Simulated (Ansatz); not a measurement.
Input and command of a calculation in Ansatz (plane waves; scalar-relativistic PAW potentials unless the input names others):

```yaml
crystal:
  lattice:
    - [3.7149867624, 2.1448486073, 3.3777576014]
    - [-3.7149867624, 2.1448486073, 3.3777576014]
    - [0.0, -4.2896972146, 3.3777576014]
  atoms:
    - { symbol: In, position: [0.2732788992, 0.2732788992, 0.2732788992] }
    - { symbol: In, position: [0.7267211008, 0.7267211008, 0.7267211008] }
    - { symbol: P, position: [0.794710882, 0.2411926338, 0.794710882] }
    - { symbol: P, position: [0.794710882, 0.794710882, 0.2411926338] }
    - { symbol: P, position: [0.2411926338, 0.794710882, 0.794710882] }
    - { symbol: P, position: [0.205289118, 0.7588073662, 0.205289118] }
    - { symbol: P, position: [0.7588073662, 0.205289118, 0.205289118] }
    - { symbol: P, position: [0.205289118, 0.205289118, 0.7588073662] }
basis:
  ecutwfc: 420
kpoints:
  mp_grid: { grid: [6, 6, 6] }
hamiltonian:
  xc: pbesol
scf:
  occupations: { method: gaussian, width: 0.15 }
  algorithm: density_mixing
  n_extra_bands: 8
output:
  forces: true
  eigenvalues: true
  stress: true
```

```bash
ansatz run input.yaml --threads 2 --pin off --max-ram 5120MiB --backend cpu --events-out ev --progress --plain --runs-dir out
```

Abridged log:
```
scf.n_extra_bands = 8 over 28 filled bands (N_el = 56.0): the run solves 36 bands
Pseudopotentials: kind: paw
Pseudopotential: In, paw, valence charge 13, recommended cutoff 420 eV (normal)
Pseudopotential: P, paw, valence charge 5, recommended cutoff 420 eV (normal)
Functional definition: PBEsol
Crystal: 8 atoms, lattice volume = 161.486 Å³
Basis set: ecut = 420 eV, 3137 PW (Γ), exchange–correlation on 80×80×80 points (8 copies of the dense FFT grid, shifted against one another)
Bands: 36, of which v1, the nominal top of the filled ones, is band 28 counted from 1 (27 counted from 0)
Symmetry: 12 space group operations
Space group: R-3m (ITA 166), of the structure as read, at distance tolerance 5.4e-5 Å
k-points: 32 of 216
Initial density: superposition of atomic densities (neutral atoms: chi_scale 0, normalization atom), corrected by the library's trained network
Initial wavefunctions: pseudopotential atomic-orbital guess
Functional: x = pbesol(κ = 0.804, μ = 0.12345679), c = pbesol(β = 0.046)
SCF iter   1: F=—  HF=-15491.839087 eV  |F-HF|=—  |Δ(HF+E_count)|=         —  Δρ=4.44e-3  dr2=4.18e-2  ethr=1.77e-3  ⟨swp⟩=9.3  Hψ=6274  notcnv=0
SCF iter   2: F=—  HF=-15491.829692 eV  |F-HF|=—  |Δ(HF+E_count)|=   9.40e-3  Δρ=2.31e-3  dr2=1.05e-2  ethr=7.46e-5  ⟨swp⟩=2.2  Hψ=1930  notcnv=0  defer=1
SCF iter   3: F=—  HF=-15491.827441 eV  |F-HF|=—  |Δ(HF+E_count)|=   2.25e-3  Δρ=4.36e-4  dr2=2.99e-4  ethr=1.87e-5  ⟨swp⟩=3.0  Hψ=2209  notcnv=0  defer=1
SCF iter   4: F=—  HF=-15491.827418 eV  |F-HF|=—  |Δ(HF+E_count)|=   2.29e-5  Δρ=1.37e-4  dr2=3.31e-5  ethr=5.34e-7  ⟨swp⟩=2.0  Hψ=2004  notcnv=0  defer=1
SCF iter   5: F=—  HF=-15491.827439 eV  |F-HF|=—  |Δ(HF+E_count)|=   2.15e-5  Δρ=4.26e-5  dr2=3.84e-6  ethr=5.91e-8  ⟨swp⟩=2.6  Hψ=1630  notcnv=0  defer=1
SCF iter   6: F=—  HF=-15491.827441 eV  |F-HF|=—  |Δ(HF+E_count)|=   1.79e-6  Δρ=1.43e-5  dr2=3.89e-7  ethr=6.86e-9  ⟨swp⟩=2.4  Hψ=1649  notcnv=0  defer=1
SCF iter   7: F=-15491.827441 eV  HF=-15491.827441 eV  |F-HF|=3.09e-11  |Δ(HF+E_count)|=   1.49e-8  Δρ=1.49e-6  dr2=6.02e-9  ethr=1.79e-10  ⟨swp⟩=12.4  Hψ=6100  notcnv=0
SCF 1 converged in 7 iterations: F = -15491.827441 eV  dr2 = 6.02e-9
SCF converged after 7 iterations
Free energy (F): -15491.827441 eV
Harris-Foulkes:  -15491.827441 eV  (|F-HF|=3.09e-11)
Internal energy: -15491.819529 eV  (E = F + TS)
E sigma→0 (E₀):  -15491.823485 eV
Entropy (-TS):   -0.007912 eV (-0.989 meV/atom)
Fermi energy:    8.139225 eV
--- Forces (eV/Å), atoms counted from 1 ---
  atom   1  In     0.00000000     0.00000000     0.00077072
  atom   2  In     0.00000000     0.00000000    -0.00077072
  atom   3  P      0.06551389    -0.03782446     0.28416564
  atom   4  P      0.00000000     0.07564892     0.28416564
  atom   5  P     -0.06551389    -0.03782446     0.28416564
  atom   6  P     -0.06551389     0.03782446    -0.28416564
  atom   7  P      0.06551389     0.03782446    -0.28416564
  atom   8  P      0.00000000    -0.07564892    -0.28416564
--- Stress (GPa, compression-positive) ---
       -1.293597       0.000000       0.000000
        0.000000      -1.293597       0.000000
        0.000000       0.000000      -3.196217
  P = ⅓ Tr σ = -1.9278 GPa (-19.278 kbar)
```

Apart from outputs, the input differs from a reference run on usual settings in scf.algorithm: not typed → "density_mixing"; scf.n_extra_bands: not typed → 8. The reference, at the same geometry (not necessarily relaxed), gave pressure -1.93 GPa, largest force 0.294 eV/Å, no gap on the mesh. This run converged in 7 SCF iterations (reference: 7) with an energy at zero smearing within 0.01 meV/atom of the reference's, pressure -1.93 GPa, largest force 0.294 eV/Å, no gap on the mesh.

It took 5.2 s on 2 threads of Arm Neoverse V2, with other jobs on the host, peak memory 0.48 GiB.